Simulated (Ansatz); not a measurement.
**A vacancy of Ga at several sites of random wurtzite alloy of AlN and GaN (72 atoms)**

At which site of random wurtzite alloy of AlN and GaN (72 atoms) does a vacancy of Ga cost least, and what about the site decides it?

Program: Ansatz 0.2.0. Level of theory: Kohn-Sham DFT, PBE, PAW (set soft_2), plane waves. Results are calculated unless marked as measured.

## 1. The starting structure

The cell holds 72 atoms: 22 Ga, 36 N and 14 Al. Its edges and angles: a = 9.477 Å, b = 9.477 Å, c = 10.212 Å, α = 90.0°, β = 90.0°, γ = 120.0°. It derives from AlN and GaN. Wurtzite AlN, 3 x 3 x 2 conventional cells, 22 of 36 Al sites given to Ga at random (x = 0.611), lattice by Vegard's rule (a = 3.159 Å, c = 5.106 Å); not relaxed, displaced by a Gaussian of 0.02 Å.

As a file:

```cif
data_structure
_symmetry_space_group_name_H-M 'P 1'
_symmetry_Int_Tables_number 1
_cell_length_a 9.4773
_cell_length_b 9.4773
_cell_length_c 10.2122
_cell_angle_alpha 90.000
_cell_angle_beta 90.000
_cell_angle_gamma 120.000
_cell_volume 794.36
loop_
_atom_site_label
_atom_site_type_symbol
_atom_site_fract_x
_atom_site_fract_y
_atom_site_fract_z
_atom_site_occupancy
Ga1 Ga 0.00175 0.00210 0.00106 1
N2 N 0.11097 0.22509 0.06092 1
Al3 Al 0.11106 0.22216 0.24813 1
N4 N 0.99677 0.00157 0.30940 1
Ga5 Ga 0.00144 0.00160 0.49913 1
N6 N 0.10950 0.22444 0.56094 1
Al7 Al 0.11062 0.22396 0.74725 1
N8 N 0.00298 0.00471 0.80960 1
Ga9 Ga 0.99935 0.33637 0.00044 1
N10 N 0.10480 0.55229 0.06073 1
Ga11 Ga 0.10873 0.55464 0.24851 1
N12 N 0.99881 0.33456 0.31128 1
Ga13 Ga 0.00175 0.33775 0.49647 1
N14 N 0.11028 0.55478 0.56166 1
Al15 Al 0.10681 0.55213 0.74993 1
N16 N 0.99953 0.33497 0.80983 1
Ga17 Ga 0.99628 0.66498 0.99736 1
N18 N 0.11083 0.88759 0.05884 1
Al19 Al 0.10931 0.88932 0.25379 1
N20 N 0.99680 0.66459 0.30988 1
Ga21 Ga 0.99401 0.66392 0.50257 1
N22 N 0.11147 0.88868 0.56272 1
Ga23 Ga 0.11450 0.89011 0.74908 1
N24 N 0.00173 0.67032 0.80769 1
Al25 Al 0.33720 0.00105 0.00055 1
N26 N 0.44713 0.22273 0.05995 1
Al27 Al 0.44668 0.22704 0.24819 1
N28 N 0.33067 0.99882 0.31235 1
Ga29 Ga 0.33366 0.99806 0.50205 1
N30 N 0.44485 0.21936 0.55865 1
Al31 Al 0.44530 0.22201 0.74904 1
N32 N 0.33177 0.00002 0.81258 1
Al33 Al 0.33672 0.33259 0.99940 1
N34 N 0.44571 0.55825 0.06191 1
Al35 Al 0.44396 0.55233 0.24909 1
N36 N 0.33442 0.33682 0.31347 1
Ga37 Ga 0.33646 0.33560 0.50215 1
N38 N 0.44978 0.56217 0.56019 1
Ga39 Ga 0.45066 0.55956 0.75187 1
N40 N 0.33564 0.33570 0.80752 1
Ga41 Ga 0.32956 0.66641 0.99886 1
N42 N 0.44430 0.88882 0.06543 1
Ga43 Ga 0.44166 0.88616 0.25007 1
N44 N 0.33177 0.66652 0.31003 1
Al45 Al 0.33231 0.66557 0.50026 1
N46 N 0.44090 0.88823 0.56207 1
Ga47 Ga 0.44650 0.89163 0.74881 1
N48 N 0.33695 0.66969 0.80977 1
Ga49 Ga 0.67040 0.00342 0.00179 1
N50 N 0.78068 0.22516 0.05738 1
Ga51 Ga 0.77936 0.22243 0.24835 1
N52 N 0.66831 0.99815 0.31239 1
Ga53 Ga 0.66786 0.00379 0.50262 1
N54 N 0.77528 0.22582 0.56312 1
Ga55 Ga 0.78243 0.22056 0.75349 1
N56 N 0.66852 0.00350 0.81074 1
Al57 Al 0.66573 0.33303 0.99826 1
N58 N 0.77682 0.55571 0.06286 1
Al59 Al 0.77487 0.55349 0.24914 1
N60 N 0.66769 0.33260 0.30927 1
Ga61 Ga 0.66504 0.33264 0.49684 1
N62 N 0.77950 0.55818 0.56137 1
Al63 Al 0.77555 0.55488 0.74887 1
N64 N 0.66476 0.33156 0.81200 1
Ga65 Ga 0.66553 0.66649 0.00158 1
N66 N 0.78171 0.89612 0.06031 1
Ga67 Ga 0.77633 0.88646 0.24942 1
N68 N 0.66814 0.66565 0.31033 1
Al69 Al 0.66676 0.66092 0.50285 1
N70 N 0.78006 0.88809 0.55681 1
Ga71 Ga 0.77718 0.88965 0.74875 1
N72 N 0.66422 0.66569 0.81059 1
```

What the set-up can't give: Sampling is at Γ alone, for a cell whose shortest periodic width is 8 Å.

## 2. Single point at the start

A single point comes first, to see the forces before anything moves.

input.yaml

```yaml
crystal:
  lattice:
    - [9.4773, 0.0, 0.0]
    - [-4.73865, 8.20758, 0.0]
    - [0.0, 0.0, 10.2122]
  atoms:
    - { symbol: Ga, position: [0.00175, 0.0021, 0.00106] }
    - { symbol: "N", position: [0.11097, 0.22509, 0.06092] }
    - { symbol: Al, position: [0.11106, 0.22216, 0.24813] }
    - { symbol: "N", position: [0.99677, 0.00157, 0.3094] }
    - { symbol: Ga, position: [0.00144, 0.0016, 0.49913] }
    - { symbol: "N", position: [0.1095, 0.22444, 0.56094] }
    - { symbol: Al, position: [0.11062, 0.22396, 0.74725] }
    - { symbol: "N", position: [0.00298, 0.00471, 0.8096] }
    - { symbol: Ga, position: [0.99935, 0.33637, 0.00044] }
    - { symbol: "N", position: [0.1048, 0.55229, 0.06073] }
    - { symbol: Ga, position: [0.10873, 0.55464, 0.24851] }
    - { symbol: "N", position: [0.99881, 0.33456, 0.31128] }
    - { symbol: Ga, position: [0.00175, 0.33775, 0.49647] }
    - { symbol: "N", position: [0.11028, 0.55478, 0.56166] }
    - { symbol: Al, position: [0.10681, 0.55213, 0.74993] }
    - { symbol: "N", position: [0.99953, 0.33497, 0.80983] }
    - { symbol: Ga, position: [0.99628, 0.66498, 0.99736] }
    - { symbol: "N", position: [0.11083, 0.88759, 0.05884] }
    - { symbol: Al, position: [0.10931, 0.88932, 0.25379] }
    - { symbol: "N", position: [0.9968, 0.66459, 0.30988] }
    - { symbol: Ga, position: [0.99401, 0.66392, 0.50257] }
    - { symbol: "N", position: [0.11147, 0.88868, 0.56272] }
    - { symbol: Ga, position: [0.1145, 0.89011, 0.74908] }
    - { symbol: "N", position: [0.00173, 0.67032, 0.80769] }
    - { symbol: Al, position: [0.3372, 0.00105, 0.00055] }
    - { symbol: "N", position: [0.44713, 0.22273, 0.05995] }
    - { symbol: Al, position: [0.44668, 0.22704, 0.24819] }
    - { symbol: "N", position: [0.33067, 0.99882, 0.31235] }
    - { symbol: Ga, position: [0.33366, 0.99806, 0.50205] }
    - { symbol: "N", position: [0.44485, 0.21936, 0.55865] }
    - { symbol: Al, position: [0.4453, 0.22201, 0.74904] }
    - { symbol: "N", position: [0.33177, 2.0e-05, 0.81258] }
    - { symbol: Al, position: [0.33672, 0.33259, 0.9994] }
    - { symbol: "N", position: [0.44571, 0.55825, 0.06191] }
    - { symbol: Al, position: [0.44396, 0.55233, 0.24909] }
    - { symbol: "N", position: [0.33442, 0.33682, 0.31347] }
    - { symbol: Ga, position: [0.33646, 0.3356, 0.50215] }
    - { symbol: "N", position: [0.44978, 0.56217, 0.56019] }
    - { symbol: Ga, position: [0.45066, 0.55956, 0.75187] }
    - { symbol: "N", position: [0.33564, 0.3357, 0.80752] }
    - { symbol: Ga, position: [0.32956, 0.66641, 0.99886] }
    - { symbol: "N", position: [0.4443, 0.88882, 0.06543] }
    - { symbol: Ga, position: [0.44166, 0.88616, 0.25007] }
    - { symbol: "N", position: [0.33177, 0.66652, 0.31003] }
    - { symbol: Al, position: [0.33231, 0.66557, 0.50026] }
    - { symbol: "N", position: [0.4409, 0.88823, 0.56207] }
    - { symbol: Ga, position: [0.4465, 0.89163, 0.74881] }
    - { symbol: "N", position: [0.33695, 0.66969, 0.80977] }
    - { symbol: Ga, position: [0.6704, 0.00342, 0.00179] }
    - { symbol: "N", position: [0.78068, 0.22516, 0.05738] }
    - { symbol: Ga, position: [0.77936, 0.22243, 0.24835] }
    - { symbol: "N", position: [0.66831, 0.99815, 0.31239] }
    - { symbol: Ga, position: [0.66786, 0.00379, 0.50262] }
    - { symbol: "N", position: [0.77528, 0.22582, 0.56312] }
    - { symbol: Ga, position: [0.78243, 0.22056, 0.75349] }
    - { symbol: "N", position: [0.66852, 0.0035, 0.81074] }
    - { symbol: Al, position: [0.66573, 0.33303, 0.99826] }
    - { symbol: "N", position: [0.77682, 0.55571, 0.06286] }
    - { symbol: Al, position: [0.77487, 0.55349, 0.24914] }
    - { symbol: "N", position: [0.66769, 0.3326, 0.30927] }
    - { symbol: Ga, position: [0.66504, 0.33264, 0.49684] }
    - { symbol: "N", position: [0.7795, 0.55818, 0.56137] }
    - { symbol: Al, position: [0.77555, 0.55488, 0.74887] }
    - { symbol: "N", position: [0.66476, 0.33156, 0.812] }
    - { symbol: Ga, position: [0.66553, 0.66649, 0.00158] }
    - { symbol: "N", position: [0.78171, 0.89612, 0.06031] }
    - { symbol: Ga, position: [0.77633, 0.88646, 0.24942] }
    - { symbol: "N", position: [0.66814, 0.66565, 0.31033] }
    - { symbol: Al, position: [0.66676, 0.66092, 0.50285] }
    - { symbol: "N", position: [0.78006, 0.88809, 0.55681] }
    - { symbol: Ga, position: [0.77718, 0.88965, 0.74875] }
    - { symbol: "N", position: [0.66422, 0.66569, 0.81059] }
kpoints:
  mp_grid: { grid: [1, 1, 1] }
hamiltonian:
  xc: pbe
scf:
  occupations: { method: fermi_dirac, width: 0.025 }
output:
  forces: true
```

The run is started by

```sh
$ ansatz run input.yaml --threads 4 --pin off --max-ram 8192MiB --backend cpu --events-out ev --progress --plain --runs-dir out
```

Numbers of over 12 decimals in the logs are rounded to 6 here.

Log:

```text
[...]
Pseudopotentials: kind: paw
Pseudopotential: Ga, paw, valence charge 13, recommended cutoff 420 eV (normal), Ga.paw.azcp
Pseudopotential: N, paw, valence charge 5, recommended cutoff 420 eV (normal), N.paw.azcp
Pseudopotential: Al, paw, valence charge 3, recommended cutoff 420 eV (normal), Al.paw.azcp
[... 5 lines on functional and potentials left out ...]
Crystal: 72 atoms, lattice volume = 794.363 Å³
Basis set: ecut = 420 eV, 15467 PW (Γ), exchange–correlation on 128×128×144 points (8 copies of the dense FFT grid, shifted against one another)
Bands: 326, of which v1, the nominal top of the filled ones, is band 254 counted from 1 (253 counted from 0)
Symmetry: 1 space group operations
Space group: P1 (ITA 1), of the structure as read, at distance tolerance 9.3e-5 Å
k-points: 1
[... 7 lines on functional and potentials left out ...]
Initial density: superposition of atomic densities (neutral atoms: chi_scale 0, normalization atom), corrected by the library's trained network
Initial wavefunctions: pseudopotential atomic-orbital guess
[...]
SCF iter   1: F=—  HF=-104626.784433 eV  |F-HF|=—  |Δ(HF+E_count)|=         —  Δρ=5.05e-3  dr2=2.04e-1  ethr=1.77e-3  ⟨swp⟩=6.0  Hψ=1265  notcnv=0  defer=2
preconditioner: auto → Resta (q_TF=auto, 2.532 Å⁻¹)  ε∞=4.5  [insulator: Δε(μ)=2.696 eV  Ē_g=15.867 eV  σ=0.025 eV  W_gap=1.00  n_scr=212 (ndim 8)  ℏωp=29.7 eV  f_vac=0.000  D(μ)=0.00/eV (n_scr^D=0)  ε∞_Penn≈4.5]
SCF iter   2: F=—  HF=-104626.741515 eV  |F-HF|=—  |Δ(HF+E_count)|=   4.29e-2  Δρ=2.06e-3  dr2=2.25e-2  ethr=4.01e-5  ⟨swp⟩=2.0  Hψ=624  notcnv=0  defer=66
SCF iter   3: F=—  HF=-104626.742587 eV  |F-HF|=—  |Δ(HF+E_count)|=   1.07e-3  Δρ=9.50e-4  dr2=6.07e-3  ethr=4.42e-6  ⟨swp⟩=1.0  Hψ=260  notcnv=0  defer=34
automatic band count: iteration 3 solves 294 bands in place of 326: the levels show a gap, and the empty bands left out lie too high to hold charge; the band table lists the bands solved (type scf.n_extra_bands for more)
SCF iter   4: F=—  HF=-104626.743910 eV  |F-HF|=—  |Δ(HF+E_count)|=   1.32e-3  Δρ=2.29e-4  dr2=3.72e-4  ethr=1.19e-6  ⟨swp⟩=3.0  Hψ=514  notcnv=0  defer=34
SCF iter   5: F=—  HF=-104626.743876 eV  |F-HF|=—  |Δ(HF+E_count)|=   3.37e-5  Δρ=1.06e-4  dr2=6.59e-5  ethr=7.31e-8  ⟨swp⟩=2.0  Hψ=513  notcnv=0  defer=34
SCF iter   6: F=—  HF=-104626.742832 eV  |F-HF|=—  |Δ(HF+E_count)|=   1.04e-3  Δρ=3.29e-5  dr2=9.15e-6  ethr=1.30e-8  ⟨swp⟩=2.0  Hψ=514  notcnv=0  defer=34
SCF iter   7: F=—  HF=-104626.742836 eV  |F-HF|=—  |Δ(HF+E_count)|=   3.53e-6  Δρ=1.28e-5  dr2=1.18e-6  ethr=1.80e-9  ⟨swp⟩=2.0  Hψ=514  notcnv=0  defer=34
SCF iter   8: F=-104626.742836 eV  HF=-104626.742836 eV  |F-HF|=3.62e-8  |Δ(HF+E_count)|=   3.59e-7  Δρ=3.00e-6  dr2=7.67e-8  ethr=1.97e-11  ⟨swp⟩=2.0  Hψ=1100  notcnv=0
SCF 1 converged in 8 iterations: F = -104626.742836 eV  dr2 = 7.67e-8
[...]
SCF converged after 8 iterations
Free energy (F): -104626.742836 eV
Harris-Foulkes:  -104626.742836 eV  (|F-HF|=3.62e-8)
Internal energy: -104626.742836 eV  (E = F + TS)
E sigma→0 (E₀):  -104626.742836 eV
Fermi energy:    10.239096 eV
--- Per-component energies (eV) ---
[...]
Σ components = -104626.742836   (vs F -104626.742836, Δ=0.00e0)
--- Forces (eV/Å), atoms counted from 1 ---
  atom   1  Ga     0.28934308     0.00408788    -0.44894687
  atom   2  N      1.27694721     0.60655206     0.52293516
  atom   3  Al    -0.17405926     0.17458887     0.46664028
  atom   4  N      1.43819557     0.53139225    -0.55004034
[...]
atom  72  N      1.75811942     0.21370788     0.01945361
  max |Σ_I F_I| component: 2.46e-4 eV/Å
```

Elapsed: 8.5 s, on 4 threads of Arm Neoverse V1, shared host; peak memory 1.1 GiB; 30 s of CPU time.

The r.m.s. force at the start is 0.61 eV/Å.

## 3. Relaxation

The atoms are relaxed in the fixed cell, aiming at the force tolerance of the input.

input.yaml

```yaml
crystal:
  lattice:
    - [9.4773, 0.0, 0.0]
    - [-4.73865, 8.20758, 0.0]
    - [0.0, 0.0, 10.2122]
  atoms:
    [... the 72 atom lines of step 2 ...]
kpoints:
  mp_grid: { grid: [1, 1, 1] }
hamiltonian:
  xc: pbe
scf:
  occupations: { method: fermi_dirac, width: 0.025 }
output:
  forces: true
relax:
  f_tol: 0.05
  max_steps: 120
```

Log:

```text
[...]
Crystal: 72 atoms, lattice volume = 794.363 Å³
Basis set: ecut = 420 eV, 15467 PW (Γ), exchange–correlation on 128×128×144 points (8 copies of the dense FFT grid, shifted against one another)
Bands: 326, of which v1, the nominal top of the filled ones, is band 254 counted from 1 (253 counted from 0)
Symmetry: 1 space group operations
[...]
k-points: 1
[...]
SCF iter   1: F=—  HF=-104626.784433 eV  |F-HF|=—  |Δ(HF+E_count)|=         —  Δρ=5.05e-3  dr2=2.04e-1  ethr=1.77e-3  ⟨swp⟩=6.0  Hψ=1265  notcnv=0  defer=2
[...]
SCF iter   5: F=—  HF=-104626.742798 eV  |F-HF|=—  |Δ(HF+E_count)|=   5.20e-5  Δρ=1.06e-4  dr2=6.59e-5  ethr=7.35e-8  ⟨swp⟩=2.0  Hψ=513  notcnv=0  defer=66
SCF iter   6: F=-104626.742832 eV  HF=-104626.742832 eV  |F-HF|=3.37e-8  |Δ(HF+E_count)|=   3.43e-5  Δρ=3.22e-5  dr2=8.81e-6  ethr=1.23e-8  ⟨swp⟩=4.0  Hψ=839  notcnv=0
SCF 1 converged in 6 iterations: F = -104626.742832 eV  dr2 = 8.81e-6
[...]
relax step   1: F+E_penalty+E_count = -104626.74283198 eV  Δ(F+E_penalty+E_count) = +0.000e0 eV  max|allowed force component| = 1.758e0 eV/Å  Δτ_max = 0.0000 Å  (6 SCF iters, dr2 threshold 6.25e-5 eV, accepted)
[...]
relax step   2: F+E_penalty+E_count = -104628.10082038 eV  Δ(F+E_penalty+E_count) = -1.358e0 eV  max|allowed force component| = 9.146e-1 eV/Å  Δτ_max = 0.0618 Å  (6 SCF iters, dr2 threshold 1.00e-4 eV, accepted)
[...]
relax step   3: F+E_penalty+E_count = -104628.51395398 eV  Δ(F+E_penalty+E_count) = -4.131e-1 eV  max|allowed force component| = 4.402e-2 eV/Å  Δτ_max = 0.0478 Å  (6 SCF iters, dr2 threshold 5.23e-5 eV, accepted)
[...]
relax step   4: F+E_penalty+E_count = -104628.51395516 eV  Δ(F+E_penalty+E_count) = -1.182e-6 eV  max|allowed force component| = 4.412e-2 eV/Å  Δτ_max = 0.0000 Å  (4 SCF iters, accepted)
SCF converged after 4 iterations
Free energy (F): -104628.513955 eV
[...]
Internal energy: -104628.513955 eV  (E = F + TS)
E sigma→0 (E₀):  -104628.513955 eV
Fermi energy:    10.173736 eV
[...]
Σ components = -104628.513955   (vs F -104628.513955, Δ=0.00e0)
--- Forces (eV/Å), atoms counted from 1 ---
  atom   1  Ga     0.01630491     0.01694743     0.01610910
  atom   2  N     -0.02716192    -0.03514438    -0.02161992
  atom   3  Al     0.01981780     0.00530114    -0.01491569
  atom   4  N     -0.01589732    -0.00606099    -0.00453885
[...]
atom  72  N      0.01117295     0.01438501     0.01367537
  max |Σ_I F_I| component: 1.64e-4 eV/Å
--- Relaxed structure (4 steps of the walk, 4 accepted, 0 SCFs on fresh bases) ---
  F+E_penalty+E_count = -104628.51395516 eV   max|allowed force component| = 4.412e-2 eV/Å
  atoms:
    - { symbol: Ga, position: [0.00254954, 0.00196815, 0.000676485] }
    - { symbol: N, position: [0.117172, 0.226258, 0.063964] }
    - { symbol: Al, position: [0.113387, 0.223152, 0.249425] }
    - { symbol: N, position: [1.006466, 0.00398675, 0.306260] }
[...]
- { symbol: N, position: [0.668801, 0.664105, 0.809419] }
```

Wall time 25 s (4 threads); peak memory 1.1 GiB.

The relaxation converged after 4 steps, 1.77 eV below its start, with a largest force component of 0.044 eV/Å.

(Part 1 of 2 ends here.)

[Logs are printed without paths, hosts, clocks, repeated set-up lines and the standing remarks that a program may print on its own settings, such as how far it seeks lower states.]

[Hosts, paths, dates, database ids (printed as entryN), source tags and the programs' standing remarks are cut or masked in the printed files.]
